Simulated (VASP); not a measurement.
# AlN (P6_3mc) in VASP: further runs

One crystal, AlN, is run at these levels: PBE; tasks: relaxation of cell and atoms.

Program: VASP 6.6.1. These are calculated values, not measurements. Logs are shortened: lines on timing, memory, paths and dates and some standing lists are left out, and cuts for length are marked.

### 1 Starting point

Symmetry: P6_3mc, No. 186, hexagonal system. The conventional cell has a = 3.129 Å, b = 3.129 Å, c = 5.017 Å, α = 90.00°, β = 90.00°, γ = 120.00°. Al (site symmetry 3m) is surrounded by 4 N at 1.90 to 1.91 Å. Around N (site symmetry 3m) lie 4 Al at 1.90 to 1.91 Å.

The cell is a database's computed one.

### 2 Relaxation of cell and atoms, PBE

File INCAR:

```
PREC = Accurate
ENCUT = 600
EDIFF = 1E-6
ISMEAR = 0
SIGMA = 0.02
LREAL = False
LASPH = True
NELM = 120
ALGO = Normal
ISIF = 3
LWAVE = False
LCHARG = False
GGA = PE
IBRION = 2
NSW = 80
EDIFFG = -0.005
KPAR = 4
```

File KPOINTS:

```
Automatic mesh
0
Gamma
  11 11 6
```

File POSCAR:

```
AlN
1.0
    3.1285881000      0.0000000000      0.0000000000
   -1.5642941000      2.7094368000      0.0000000000
    0.0000000000      0.0000000000      5.0169550000
Al N
2 2
Direct
    0.6666666700      0.3333333300      0.4992870000
    0.3333333300      0.6666666700      0.9992870000
    0.6666666700      0.3333333300      0.8807130000
    0.3333333300      0.6666666700      0.3807130000
```

Potentials or basis: VASP PAW PBE potentials, release 64 (Al, N).

Started as:

```bash
$ cat potpaw_PBE.64/Al/POTCAR potpaw_PBE.64/N/POTCAR > POTCAR
$ mpirun -np 4 vasp_std > vasp.out
```

OUTCAR:

```text
PREC = Accurate
   ENCUT = 600
   EDIFF = 1E-6
   ISMEAR = 0
   LREAL = False
   LASPH = True
   NELM = 120
   ISIF = 3
   GGA = PE
   IBRION = 2
   NSW = 80
   EDIFFG = -0.005

 ion  position               nearest neighbor table
   1  0.667  0.333  0.499-   4 1.90   4 1.90   4 1.90   3 1.91   2 3.09   2 3.09   2 3.09   2 3.09
                             2 3.09   2 3.09
   2  0.333  0.667  0.999-   3 1.90   3 1.90   3 1.90   4 1.91   1 3.09   1 3.09   1 3.09   1 3.09
                             1 3.09   1 3.09
   3  0.667  0.333  0.881-   2 1.90   2 1.90   2 1.90   1 1.91
   4  0.333  0.667  0.381-   1 1.90   1 1.90   1 1.90   2 1.91

  LATTYP: Found a hexagonal cell.
 ALAT       =     3.1285881000
 C/A-ratio  =     1.6035843772

  Lattice vectors:

 A1 = (   3.1285881000,   0.0000000000,   0.0000000000)
 A2 = (  -1.5642941000,   2.7094368000,   0.0000000000)
 A3 = (   0.0000000000,   0.0000000000,   5.0169550000)

Analysis of symmetry for initial positions (statically):
=====================================================================
 Subroutine PRICEL returns:
 Original cell was already a primitive cell.

 Routine SETGRP: Setting up the symmetry group for a
 hexagonal supercell.

 Subroutine GETGRP returns: Found 12 space group operations
 (whereof  6 operations were pure point group operations)
 out of a pool of 24 trial point group operations.

The static configuration has the point symmetry C_3v.
 The point group associated with its full space group is C_6v.

Analysis of symmetry for dynamics (positions and initial velocities):
=====================================================================
 Subroutine PRICEL returns:
 Original cell was already a primitive cell.

 Routine SETGRP: Setting up the symmetry group for a
 hexagonal supercell.

 Subroutine GETGRP returns: Found 12 space group operations
 (whereof  6 operations were pure point group operations)
 out of a pool of 24 trial point group operations.

The dynamic configuration has the point symmetry C_3v.
 The point group associated with its full space group is C_6v.

 Subroutine INISYM returns: Found 12 space group operations
 (whereof  6 operations are pure point group operations),
 and found     1 'primitive' translations

----------------------------------------------------------------------------------------

                                     Primitive cell

  volume of cell :      42.5273

  direct lattice vectors                    reciprocal lattice vectors
     3.128588100  0.000000000  0.000000000     0.319633000  0.184540203  0.000000000
    -1.564294100  2.709436800  0.000000000     0.000000000  0.369080393  0.000000000
     0.000000000  0.000000000  5.016955000     0.000000000  0.000000000  0.199324092

  length of vectors
     3.128588100  3.128588149  5.016955000     0.369080399  0.369080393  0.199324092

  position of ions in fractional coordinates (direct lattice)
     0.666666670  0.333333330  0.499287000
     0.333333330  0.666666670  0.999287000
     0.666666670  0.333333330  0.880713000
     0.333333330  0.666666670  0.380713000

  ion indices of the primitive-cell ions
   primitive index   ion index
                 1           1
                 2           2
                 3           3
                 4           4

----------------------------------------------------------------------------------------

 KPOINTS: Automatic mesh

Automatic generation of k-mesh.
 Grid dimensions read from file:
 generate k-points for:   11   11    6

 Generating k-lattice:

  Cartesian coordinates                     Fractional coordinates (reciprocal lattice)
     0.029057545  0.016776382  0.000000000     0.090909091  0.000000000  0.000000000
     0.000000000  0.033552763  0.000000000     0.000000000  0.090909091  0.000000000
     0.000000000  0.000000000  0.033220682     0.000000000  0.000000000  0.166666667

  Length of vectors
     0.033552764  0.033552763  0.033220682

  Shift w.r.t. Gamma in fractional coordinates (k-lattice)
     0.000000000  0.000000000  0.000000000

 Subroutine IBZKPT returns following result:
 ===========================================

 Found     64 irreducible k-points:

 Following reciprocal coordinates:
            Coordinates               Weight
  0.000000  0.000000  0.000000      1.000000
  0.090909 -0.000000  0.000000      6.000000
  0.181818  0.000000  0.000000      6.000000
  0.272727  0.000000  0.000000      6.000000
  0.363636  0.000000  0.000000      6.000000
  0.454545 -0.000000  0.000000      6.000000
[... 16 lines left out ...]
  0.090909  0.090909  0.166667     12.000000
  0.181818  0.090909  0.166667     24.000000
 [... further k-points ...]
   k-points           NKPTS =     64   k-points in BZ     NKDIM =     64   number of bands    NBANDS=     12
   number of dos      NEDOS =    301   number of ions     NIONS =      4
   total plane-waves  NPLWV =  31360
   dimension x,y,z NGX =    28 NGY =   28 NGZ =   40
   dimension x,y,z NGXF=    56 NGYF=   56 NGZF=   80
   ions per type =               2   2
   NGX,Y,Z   is equivalent  to a cutoff of  14.88, 14.88, 13.25 a.u.
   NGXF,Y,Z  is equivalent  to a cutoff of  29.76, 29.76, 26.51 a.u.
 SYSTEM =  unknown system
   PREC   = accura    normal or accurate (medium, high low for compatibility)
   ISTART =      0    job   : 0-new  1-cont  2-samecut
   ICHARG =      2    charge: 1-file 2-atom 10-const
   ISPIN  =      1    spin polarized calculation?
   LNONCOLLINEAR =      F non collinear calculations
   LSORBIT =      F    spin-orbit coupling
   LASPH  =      T    aspherical Exc in radial PAW
   ENCUT  =  600.0 eV  44.10 Ry    6.64 a.u.   6.25  6.25 10.02*2*pi/ulx,y,z
   NELM   =    120;   NELMIN=  2; NELMDL= -5     # of ELM steps
   EDIFF  = 0.1E-05   stopping-criterion for ELM
   LREAL  =      F    real-space projection
   EDIFFG = -.5E-02   stopping-criterion for IOM
   NSW    =     80    number of steps for IOM
   IBRION =      2    ionic relax: 0-MD 1-quasi-New 2-CG
   NFREE  =      1    steps in history (QN), initial steepest desc. (CG)
   ISIF   =      3    stress and relaxation
   ISYM   =      2    0-nonsym 1-usesym 2-fastsym
   POTIM  = 0.5000    time-step for ionic-motion
   TEBEG  =    0.0;   TEEND  =   0.0 temperature during run
   PSTRESS=    0.0 pullay stress
   NELECT =      16.0000    total number of electrons
   NUPDOWN=      -1.0000    fix difference up-down
   EMIN   =  10.00;   EMAX   =-10.00  energy-range for DOS
   EFERMI =   0.00;   METHOD = LEGACY
   ISMEAR =     0;   SIGMA  =   0.02  broadening in eV -4-tet -1-fermi 0-gaus
   EFERMI_NEDOS =   21; number of points for ismear=-14 and -15
   IALGO  =     38    algorithm
   IMIX   =      4    mixing-type and parameters
     AMIX     =   0.40;   BMIX     =  1.00
     AMIX_MAG =   1.60;   BMIX_MAG =  1.00
  volume/ion in A,a.u.               =      10.63        71.75
  Fermi-wavevector in a.u.,A,eV,Ry     =   1.181841  2.233355 19.003903  1.396748
  Thomas-Fermi vector in A             =   2.318106
   LORBIT       =      0    0 simple, 1 ext, 2 COOP (PROOUT), +10 PAW based schemes
   GGA     = PE    functional components
   LHFCALC =     F    Hartree Fock is set to
   AEXX    =    0.0000 exact exchange contribution
   IVDW    =     0    specifies the selected vdW correction
   LEPSILON=     F    determine dielectric tensor
   LRPA    =     F    only Hartree local field effects (RPA)
 conjugate gradient relaxation of ions
 non-spin polarized calculation
 Gauss-broadening in eV      SIGMA  =   0.02
  energy-cutoff  :      600.00
  volume of cell :       42.53
 maximum number of plane-waves:      1436
 NGX is ok and might be reduce to    28
   NGX = 13   NGY = 13   NGZ = 21

--------------------------------------- Ionic step        1  -------------------------------------------

 number of electron      15.9999999 magnetization

 Free energy of the ion-electron system (eV)
  ---------------------------------------------------
  ext. energy  EPLUGINS =         0.00000000
  ---------------------------------------------------
  free energy    TOTEN  =       -29.78356483 eV

  energy without entropy =      -29.78356483  energy(sigma->0) =      -29.78356483

------------------------ aborting loop because EDIFF is reached ----------------------------------------

  FORCE on cell =-STRESS in cart. coord.  units (eV):
  Direction    XX          YY          ZZ          XY          YZ          ZX
  --------------------------------------------------------------------------------------
  -------------------------------------------------------------------------------------
  Total       -0.0321334     -0.0321334     -0.0342929      0.0000000      0.0000000      0.0000000
  in kB       -1.2105960     -1.2105960     -1.2919561      0.0000000      0.0000000      0.0000000
  external PRESSURE =      -1.2377160 kB  Pullay stress =       0.0000000 kB
[... 61 lines left out ...]
  energy  without entropy=      -29.7835767197  energy(sigma->0) =      -29.78357672

--------------------------------------- Ionic step        3  -------------------------------------------

 number of electron      15.9999999 magnetization

 Free energy of the ion-electron system (eV)
  ---------------------------------------------------
  ext. energy  EPLUGINS =         0.00000000
  ---------------------------------------------------
  free energy    TOTEN  =       -29.78358123 eV

  energy without entropy =      -29.78358123  energy(sigma->0) =      -29.78358123

 E-fermi :   6.0844     XC(G=0): -10.8358

 val. band max:        5.9813099603   @ k =   0.0000   0.0000   0.0000
 cond. band min:      10.0434764578   @ k =   0.0000   0.0000   0.0000
 fundamental gap:      4.0621664975
 Fermi energy:         6.0843637306

 k-point     1 :       0.0000    0.0000    0.0000
  band No.  band energies     occupation
      1      -9.0968      2.00000
      2      -7.0092      2.00000
      3       0.0672      2.00000
      4       5.1386      2.00000
      5       5.1386      2.00000
      6       5.7810      2.00000
      7       5.7810      2.00000
      8       5.9813      2.00000
      9      10.0435      0.00000
     10      12.5112      0.00000
     11      16.4532      0.00000
     12      17.0269      0.00000
[... 331 lines left out ...]
 k-point    24 :       0.1818    0.0909    0.1667
  band No.  band energies     occupation
      1      -8.3203      2.00000
      2      -6.8191      2.00000
      3       1.0827      2.00000
      4       2.9914      2.00000
      5       3.3836      2.00000
      6       4.4953      2.00000
      7       5.3111      2.00000
      8       5.5673      2.00000
      9      12.1106      0.00000
     10      13.8134      0.00000
     11      14.2911      0.00000
     12      15.3220      0.00000

 [... further k-points ...]

------------------------ aborting loop because EDIFF is reached ----------------------------------------

  FORCE on cell =-STRESS in cart. coord.  units (eV):
  Direction    XX          YY          ZZ          XY          YZ          ZX
  --------------------------------------------------------------------------------------
  -------------------------------------------------------------------------------------
  Total        0.0024736      0.0024736     -0.0068258     -0.0000000     -0.0000000      0.0000000
  in kB        0.0932589      0.0932589     -0.2573473     -0.0000000     -0.0000000      0.0000000
  external PRESSURE =      -0.0236098 kB  Pullay stress =       0.0000000 kB
[... 19 lines left out ...]
  FREE ENERGIE OF THE ION-ELECTRON SYSTEM (eV)
  ---------------------------------------------------
  free  energy   TOTEN  =       -29.7835812305 eV

  energy  without entropy=      -29.7835812305  energy(sigma->0) =      -29.78358123

 reached required accuracy - stopping structural energy minimisation
```

It took 43 s on 4 MPI ranks of Intel Xeon Platinum 8375C at 2.90GHz (Ice Lake), shared host; peak memory 0.18 GiB.

What came out:

- Free energy: -29.7836 eV
- Relaxed volume: 10.62 Å³/atom
- Relaxed cell: a = 3.128 Å, b = 3.128 Å, c = 5.016 Å, α = 90.00°, β = 90.00°, γ = 120.00°
- Space group after relaxing (to 0.05 Å): P6_3mc (No. 186)
- Energy gained by relaxing: 0.0 meV/atom
- Ionic steps: 3
- Pressure after relaxing: 0.0 GPa
- Band gap on the k mesh: 4.06 eV, direct

Final structure:
```
CELL_PARAMETERS angstrom
3.12783 0.00000 0.00000
-1.56392 2.70878 0.00000
0.00000 0.00000 5.01566
ATOMIC_POSITIONS crystal
Al 0.66667 0.33333 0.49927
Al 0.33333 0.66667 0.99927
N 0.66667 0.33333 0.88073
N 0.33333 0.66667 0.38073
```

Levels at points of the mesh, in eV from the valence-band top:
| k point | band 6 | band 7 | band 8 | band 9 | band 10 | band 11 |
| --- | --- | --- | --- | --- | --- | --- |
| (0.00, 0.00, 0.00) | -0.20 | -0.20 | 0.00 | 4.06 | 6.53 | 10.47 |
| (0.00, 0.00, 0.50) | -0.53 | -0.53 | -0.53 | 6.33 | 6.33 | 10.18 |

Caveat: an odd mesh through Γ misses points on the zone boundary, where band edges often lie.

### 3 Relaxation of cell and atoms, PBE

INCAR is that of step 2.

KPOINTS is that of step 2.

File POSCAR:

```
AlN                                     
1.0
    3.1278342208      0.0000000000      0.0000000000
   -1.5639171604      2.7087839215      0.0000000000
    0.0000000000      0.0000000000      5.0156648444
  Al              N             
     2     2
Direct
     0.6666666699999979    0.3333333300000021    0.4992676207630861
     0.3333333300000021    0.6666666699999979    0.9992676207630861
     0.6666666699999979    0.3333333300000021    0.8807323792369165
     0.3333333300000021    0.6666666699999979    0.3807323792369165
```

Potentials or basis: VASP PAW PBE potentials, release 64 (Al, N).

Started as:

```bash
$ cat potpaw_PBE.64/Al/POTCAR potpaw_PBE.64/N/POTCAR > POTCAR
$ mpirun -np 4 vasp_std > vasp.out
```

OUTCAR:

```text
PREC = Accurate
   ENCUT = 600
   EDIFF = 1E-6
   ISMEAR = 0
   LREAL = False
   LASPH = True
   NELM = 120
   ISIF = 3
   GGA = PE
   IBRION = 2
   NSW = 80
   EDIFFG = -0.005

 ion  position               nearest neighbor table
   1  0.667  0.333  0.499-   4 1.90   4 1.90   4 1.90   3 1.91   2 3.09   2 3.09   2 3.09   2 3.09
                             2 3.09   2 3.09
   2  0.333  0.667  0.999-   3 1.90   3 1.90   3 1.90   4 1.91   1 3.09   1 3.09   1 3.09   1 3.09
                             1 3.09   1 3.09
   3  0.667  0.333  0.881-   2 1.90   2 1.90   2 1.90   1 1.91
   4  0.333  0.667  0.381-   1 1.90   1 1.90   1 1.90   2 1.91

[... 567 lines left out ...]
  -------------------------------------------------------------------------------------
  Total        0.0083292      0.0083292     -0.0009960     -0.0000000      0.0000000      0.0000000
  in kB        0.3140288      0.3140288     -0.0375516     -0.0000000      0.0000000      0.0000000
  external PRESSURE =       0.1968353 kB  Pullay stress =       0.0000000 kB

 VOLUME and BASIS-vectors are now :
 -----------------------------------------------------------------------------
  energy-cutoff  :      600.00
  volume of cell :       42.50
      direct lattice vectors                 reciprocal lattice vectors
     3.127834221  0.000000000  0.000000000     0.319710039  0.184584681  0.000000000
    -1.563917160  2.708783921  0.000000000     0.000000000  0.369169350  0.000000000
     0.000000000  0.000000000  5.015664844     0.000000000  0.000000000  0.199375363

 POSITION                                       TOTAL-FORCE (eV/Angst)
 -----------------------------------------------------------------------------------
      1.56392      0.90293      2.50416         0.000000      0.000000     -0.001340
     -0.00000      1.80586      5.01199         0.000000     -0.000000     -0.001340
      1.56392      0.90293      4.41746        -0.000000      0.000000      0.001340
     -0.00000      1.80586      1.90963         0.000000     -0.000000      0.001340
 -----------------------------------------------------------------------------------
    total drift:                               -0.000009      0.000005      0.000529

  FREE ENERGIE OF THE ION-ELECTRON SYSTEM (eV)
  ---------------------------------------------------
  free  energy   TOTEN  =       -29.7835319207 eV

  energy  without entropy=      -29.7835319207  energy(sigma->0) =      -29.78353192

 reached required accuracy - stopping structural energy minimisation
```

OSZICAR:

```text
N       E                     dE             d eps       ncg     rms          rms(c)
DAV:   1     0.603745015828E+02    0.60375E+02   -0.82106E+03  1536   0.134E+03
DAV:   2    -0.296619236715E+02   -0.90036E+02   -0.82642E+02  2268   0.244E+02
DAV:   3    -0.344227536914E+02   -0.47608E+01   -0.47342E+01  2032   0.623E+01
DAV:   4    -0.344672158797E+02   -0.44462E-01   -0.44447E-01  1784   0.672E+00
DAV:   5    -0.344678459003E+02   -0.63002E-03   -0.62997E-03  1972   0.806E-01    0.121E+01
DAV:   6    -0.297745475390E+02    0.46933E+01   -0.17008E+01  1880   0.330E+01    0.416E+00
DAV:   7    -0.297950952873E+02   -0.20548E-01   -0.65093E-01  1720   0.676E+00    0.286E+00
DAV:   8    -0.297878401490E+02    0.72551E-02   -0.78021E-02  1800   0.315E+00    0.493E-01
DAV:   9    -0.297830606627E+02    0.47795E-02   -0.19336E-02  1964   0.104E+00    0.245E-01
DAV:  10    -0.297836286328E+02   -0.56797E-03   -0.26576E-03  1832   0.412E-01    0.139E-01
DAV:  11    -0.297835297822E+02    0.98851E-04   -0.30963E-04  1840   0.144E-01    0.337E-02
DAV:  12    -0.297835322805E+02   -0.24983E-05   -0.99914E-06  1696   0.346E-02    0.872E-03
DAV:  13    -0.297835319207E+02    0.35980E-06   -0.87059E-06  1864   0.237E-02
   1 F= -.29783532E+02 E0= -.29783532E+02  d E =-.297835E+02
```

CONTCAR:

```text
AlN
   1.00000000000000
     3.1278342208000001    0.0000000000000000    0.0000000000000000
    -1.5639171604000000    2.7087839214999998    0.0000000000000000
     0.0000000000000000    0.0000000000000000    5.0156648443999998
  Al              N
     2     2
Direct
     0.6666666699999979    0.3333333300000021    0.4992676207630851
     0.3333333300000021    0.6666666699999979    0.9992676207630851
     0.6666666699999979    0.3333333300000021    0.8807323792369175
     0.3333333300000021    0.6666666699999979    0.3807323792369175

  0.00000000E+00  0.00000000E+00  0.00000000E+00
  0.00000000E+00  0.00000000E+00  0.00000000E+00
  0.00000000E+00  0.00000000E+00  0.00000000E+00
  0.00000000E+00  0.00000000E+00  0.00000000E+00
```

It took 28 s on 4 MPI ranks of Intel Xeon Platinum 8375C at 2.90GHz (Ice Lake), shared host; peak memory 0.18 GiB.

What came out:

| Property | Result |
| --- | --- |
| Free energy | -29.7835 eV |
| Pressure after relaxing | 0.0 GPa |
| Band gap on the k mesh | 4.06 eV, direct |

Final structure:
```xyz
4
Lattice="3.1278 0.0000 0.0000 -1.5639 2.7088 0.0000 0.0000 0.0000 5.0157" Properties=species:S:1:pos:R:3 pbc="T T T"
Al    1.5639    0.9029    2.5042
Al    0.0000    1.8059    5.0120
N     1.5639    0.9029    4.4175
N     0.0000    1.8059    1.9096
```

Levels at points of the mesh, in eV from the valence-band top:
| k point | band 5 | band 6 | band 7 | band 8 | band 9 | band 10 | band 11 | band 12 |
| --- | --- | --- | --- | --- | --- | --- | --- | --- |
| (0.00, 0.00, 0.00) | -0.84 | -0.20 | -0.20 | 0.00 | 4.06 | 6.53 | 10.47 | 11.05 |
| (0.00, 0.00, 0.50) | -0.53 | -0.53 | -0.53 | -0.53 | 6.33 | 6.33 | 10.18 | 10.18 |

Caveat: the relaxation stopped at its first step, so nothing moved; an odd mesh through Γ misses points on the zone boundary, where band edges often lie.
